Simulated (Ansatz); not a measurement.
**A computed series for BaF2: response to strain**

The parent structure is BaF2 in the fluorite structure (space group Fm-3m, No. 225; a = 6.137 Å). Axes: x, y, z lie along the cube axes.

Strains are applied to the cell and any free atomic positions relax; under biaxial strain the out-of-plane vector relaxes too; under stress the whole cell relaxes.

Method: PBEsol (Ansatz, a program for electronic structure, PAW, no spin-orbit coupling).

Notes on the quantities. energy relative to the base: free energy F.

```json
[
 {"variant": "base", "band gap": "6.83 eV", "energy relative to the base": "0 meV/atom", "electron mass": "0.48 mₑ (at Γ)", "gap character": "indirect, K–Γ (36 % along) → Γ", "space group": "Fm-3m (No. 225)"},
 {"variant": "biaxial strain −2.59 %, plane normal [001], relaxed out of plane", "band gap": "6.88 eV", "energy relative to the base": "+8.1 meV/atom", "electron mass": "0.51 mₑ out of plane, 0.47 mₑ in plane (at Γ)", "gap character": "indirect, k = (0.222, 0.222, 0.222) in the run's primitive reciprocal basis → Γ", "space group": "I4/mmm (No. 139)"},
 {"variant": "biaxial strain −1.43 %, plane normal [001], relaxed out of plane", "band gap": "6.87 eV", "energy relative to the base": "[?]", "electron mass": "0.48 mₑ (at Γ)", "gap character": "indirect, k = (0.222, 0.222, 0.222) in the run's primitive reciprocal basis → Γ", "space group": "I4/mmm (No. 139)"},
 {"variant": "biaxial strain −1.16 %, plane normal [001], relaxed out of plane", "band gap": "6.86 eV", "energy relative to the base": "+1.6 meV/atom", "electron mass": "0.48 mₑ (at Γ)", "gap character": "indirect, k = (0.222, 0.222, 0.222) in the run's primitive reciprocal basis → Γ", "space group": "I4/mmm (No. 139)"},
 {"variant": "isotropic strain −2.75 %", "band gap": "7.17 eV", "energy relative to the base": "+28 meV/atom", "electron mass": "0.47 mₑ (at Γ)", "gap character": "indirect, K–Γ (36 % along) → Γ", "space group": "Fm-3m (No. 225)"},
 {"variant": "isotropic strain +0.85 %", "band gap": "6.72 eV", "energy relative to the base": "+2.3 meV/atom", "electron mass": "0.49 mₑ (at Γ)", "gap character": "indirect, K–Γ (36 % along) → Γ", "space group": "Fm-3m (No. 225)"},
 {"variant": "isotropic strain +2.24 %", "band gap": "6.55 eV", "energy relative to the base": "+15 meV/atom", "electron mass": "0.49 mₑ (at Γ)", "gap character": "–", "space group": "Fm-3m (No. 225)"},
 {"variant": "tensor shear ε_xz = −2.89 %", "band gap": "6.80 eV", "energy relative to the base": "+5.2 meV/atom", "electron mass": "0.48 mₑ (at Γ)", "gap character": "indirect, k = (0.222, 0.444, 0.222) in the run's primitive reciprocal basis → Γ", "space group": "Immm (No. 71)"},
 {"variant": "uniaxial stress, 8 GPa tension along z", "band gap": "[?]", "energy relative to the base": "+49 meV/atom", "electron mass": "0.58 mₑ along z, 0.48 mₑ across (at Γ)", "gap character": "indirect, Γ–X (57 % along) → Γ", "space group": "I4/mmm (No. 139)"},
 {"variant": "uniaxial stress, 3 GPa compression along x", "band gap": "6.78 eV", "energy relative to the base": "+8.2 meV/atom", "electron mass": "0.46 mₑ along x, 0.49 mₑ across (at Γ)", "gap character": "indirect, S₀–Γ (50 % along) → Γ", "space group": "I4/mmm (No. 139)"}
]
```

Task: Some entries are withheld; estimate them.

Result: 
- biaxial strain −1.43 %, plane normal [001], relaxed out of plane, energy relative to the base: +2.4 meV/atom
- uniaxial stress, 8 GPa tension along z, band gap: 6.24 eV

Effective masses come from finite differences of ±0.01 Å⁻¹. Beyond what the load breaks, stability against distortions was not tested. k-point labels follow each cell's own Brillouin zone.
